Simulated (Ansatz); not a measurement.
Q: Name a neutral molecule of C, O and H with HOMO–LUMO gap (ωB97M-V/def2-TZVPP) between 11.35 and 11.65 eV and HOMO energy (PBE0/def2-TZVPP) between -7.45 and -7.15 eV (Ansatz, PBE0-D4/def2-TZVP geometry).

A: `CC(C)=O` (11.62 eV, -7.22 eV). Other molecules can fit too; these were computed, each in one conformer that needn't be the lowest.
